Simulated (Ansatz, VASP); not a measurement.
## Two plane-wave programs on CaF2 (lda)

INCAR

```
SYSTEM = CaF2
PREC     = Accurate       ! precision mode
ENCUT    = 600            ! plane-wave cutoff, eV
EDIFF    = 1E-6           ! SCF threshold, eV
ISMEAR   = 0              ! smearing method
SIGMA    = 0.02           ! smearing width, eV
LREAL    = .False.        ! projectors in reciprocal space
LASPH    = .True.         ! aspherical terms in the spheres
NELM     = 100            ! most SCF steps
ALGO     = Normal         ! electronic algorithm
ISIF     = 3              ! what is computed and relaxed
LWAVE    = .False.        ! write WAVECAR
LCHARG   = .False.        ! write CHGCAR
IBRION   = 2              ! ionic algorithm
NSW      = 100            ! ionic steps
EDIFFG   = -0.002         ! ionic threshold
```

File KPOINTS:

```
Automatic mesh
0
Gamma
  8 8 8
  0 0 0
```

The input POSCAR:

```
CaF2
1.0
    0.0000000000      2.7316045000      2.7316045000
    2.7316045000      0.0000000000      2.7316045000
    2.7316045000      2.7316045000      0.0000000000
Ca F
1 2
Direct
    0.0000000000      0.0000000000      0.0000000000
    0.2500000000      0.2500000000      0.2500000000
    0.7500000000      0.7500000000      0.7500000000
```

Input for Ansatz:

```yaml
crystal:
  lattice:
    - [0.0, 2.7316045, 2.7316045]
    - [2.7316045, 0.0, 2.7316045]
    - [2.7316045, 2.7316045, 0.0]
  atoms:
    - { symbol: Ca, position: [0.0, 0.0, 0.0] }
    - { symbol: F, position: [0.25, 0.25, 0.25] }
    - { symbol: F, position: [0.75, 0.75, 0.75] }
basis:
  ecutwfc: 420
kpoints:
  mp_grid: { grid: [8, 8, 8] }
hamiltonian:
  xc: lda
scf:
  occupations: { method: gaussian, width: 0.02 }
output:
  forces: true
  stress: true
  eigenvalues: true
relax:
  adjacent_minimum: "off"
  f_tol: 0.002
  max_steps: 80
  cell: { stress_tol: 0.02 }
```

Alike in both runs: task relaxation of cell and atoms; functional LDA; k mesh 8 × 8 × 8; occupations gaussian, width 0.02 eV; no spin polarisation.

|  | VASP | Ansatz |
| --- | --- | --- |
| version | VASP 6.6.1 | Ansatz 0.2.0 |
| potentials or method | VASP PAW LDA potentials, release 64 (Ca_sv, F) | scalar-relativistic, plane waves, PAW |
| plane-wave cutoff (eV) | 600 | 420 |
| valence electrons in the cell | 24 | 24 |

```csv
,VASP,Ansatz,Ansatz less VASP
"gap on the k mesh at the Fermi level, each at its own relaxed structure (eV)",7.33,7.38,+0.046
relaxed volume (Å³/atom),12.64,12.59,-0.048
relaxed cell length with the largest relative difference (Å),3.771,3.766,-0.0048
energy change over the relaxation (meV/atom),-20,-22,-1.9
```

A k mesh can miss the band edges. LDA usually gives volumes a few per cent too small. Zero-point motion and thermal expansion aren't in these numbers.
